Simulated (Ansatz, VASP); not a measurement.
Si in VASP and in Ansatz

```
CELL_PARAMETERS angstrom
0.00000 2.66629 2.66629
2.66629 0.00000 2.66629
2.66629 2.66629 0.00000
ATOMIC_POSITIONS crystal
Si 0.50000 0.50000 0.50000
Si 0.75000 0.75000 0.75000
```

Alike in both runs: task single point; functional revPBE; dispersion D4; k mesh 8 × 8 × 8; occupations fermi-dirac, width 0.05 eV; no spin polarisation.

```csv
,VASP,Ansatz
version,VASP 6.6.1,Ansatz 0.2.0
potentials or method,"VASP PAW PBE potentials, release 64 (Si)",Ansatz PAW
plane-wave cutoff (eV),520,420
valence electrons in the cell,8,8
```

VASP gave:

| Quantity | Value |
| --- | --- |
| gap on the k mesh at the Fermi level (eV) | 0.55 |
| least direct gap on the mesh (eV) | 2.59 |
| pressure (GPa) | 3.4 |
| dispersion energy (meV/atom) | -623.4 |

Question: Estimate Ansatz's values.

Answer: gap on the k mesh at the Fermi level (eV): 0.55; least direct gap on the mesh (eV): 2.58; pressure (GPa): 3.7; dispersion energy (meV/atom): -623.6.

Caveats: the PAW data sets were made with another functional, which shifts forces and pressure a little (VASP); the PAW data sets come from PBE, with cores solved anew for the run's functional, which leaves a small shift of forces and pressure (Ansatz). A k mesh can miss the band edges. Expect the measured gap to be larger: semilocal functionals such as revPBE lack the derivative discontinuity.
